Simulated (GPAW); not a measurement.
KI:

```
I K
1.0
     0.00000    3.53277    3.53277
     3.53277    0.00000    3.53277
     3.53277    3.53277    0.00000
I K
1 1
Direct
  0.50000 0.50000 0.50000
  0.00000 0.00000 0.00000
```

Base run:

| Property | Result |
| --- | --- |
| Program | GPAW 26.7.0 |
| Functional | r2SCAN |
| Potentials or basis | GPAW PAW data sets (gpaw-data 1.2.1) |
| Cutoff | 600 eV |
| Basis | pw |
| k mesh | 7 × 7 × 7 |
| Occupations | fermi-dirac, width 0.05 eV |
| Spin | no spin polarisation |

Its results: band gap on the k mesh 4.62 eV, direct; pressure 0.1 GPa.

Q: The run is repeated on the same cell with these changes: functional from r2SCAN to PBEsol; potentials or basis from GPAW PAW data sets (gpaw-data 1.2.1) to PAW data sets generated in the run's folder for this functional. What comes out?

A: Band gap on the k mesh 3.83 eV, direct; pressure -0.3 GPa.

Caveats: spin-orbit coupling is left out, which moves the levels of the heavy elements; the PAW data sets were made with another functional, which shifts forces and pressure a little (some runs).
